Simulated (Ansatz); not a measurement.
GaAs, DFT, LDA, all-electron PAW with datasets made for the crystal, scalar-relativistic (Ansatz 0.2.0), run on 1 thread of Intel(R) Xeon(R) 6975P-C (Granite Rapids) on a shared host.

The cell is COD entry 9008845, as deposited and not checked against the literature; nothing was relaxed. The listed cell was then made from it by scaling, straining or moving an atom.

Command: `ansatz run input.yaml --threads 1 --pin off --max-ram 3072MiB --backend cpu --events-out ev --progress --plain --runs-dir out`

```yaml
crystal:
  lattice:
    - [0.0, 2.82685, 2.7420445]
    - [2.82685, 0.0, 2.7420445]
    - [2.82685, 2.82685, 0.0]
  atoms:
    - { symbol: Ga, position: [0.0, 0.0, 0.0] }
    - { symbol: As, position: [0.75, 0.75, 0.75] }
kpoints:
  mp_grid: { grid: [11, 11, 11] }
scf:
  occupations: { method: fermi_dirac, width: 0.05 }
hamiltonian:
  xc: lda
  pseudopotentials: { kind: all_electron, datasets: crystal }
output:
  forces: true
  stress: true
  eigenvalues: true
  efg: { contact_densities: true }
```

(1) How large is the problem that the program sets up?

(2) Estimate the wall time and the peak memory.

(3) And the same cell and mesh by frozen-core PAW, asked for forces, stress, eigenvalues, efg, on the same hardware?

## Answers

(1) 126 irreducible k-points, 331 plane waves at Γ, 13 bands.

(2) 11 s of wall time for 9 SCF iterations, with a peak of 0.65 GiB. Times on shared machines scatter by tens of per cent.

(3) 4.5 s, peak memory 0.48 GiB.
